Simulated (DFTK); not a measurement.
The system is Al2Au.

```
Au Al
1.0
     0.00000    3.00000    3.00000
     3.00000    0.00000    3.00000
     3.00000    3.00000    0.00000
Au Al
1 2
Cartesian
  0.0000 0.0000 0.0000
  4.5000 4.5000 4.5000
  1.5000 1.5000 1.5000
```

Base run:

```yaml
Program: DFTK 0.8.2
Functional: PBE
Potentials_or_basis: cp2k.nc.sr.pbe.v0_1.largecore.gth (PBE, GTH)
Cutoff: 1197 eV
k_mesh: 8 × 8 × 8
Occupations: fermi-dirac, width 0.05 eV
Spin: no spin polarisation
```

Its results: band gap on the k mesh none (metal or under the smearing width); pressure 4.2 GPa.

Question: The run is repeated on the same cell with these changes: potentials or basis from cp2k.nc.sr.pbe.v0_1.largecore.gth (PBE, GTH) to SPMS 1.0 (PBE); cutoff from 1197 eV to 1225 eV; valence electrons from 17 to 25. What comes out?

Answer: Band gap on the k mesh none (metal or under the smearing width); pressure 3.3 GPa.

Caveats: spin-orbit coupling is left out, which moves the levels of the heavy elements; GTH potentials come without recommended cutoffs, and this one wasn't checked for convergence (some runs).
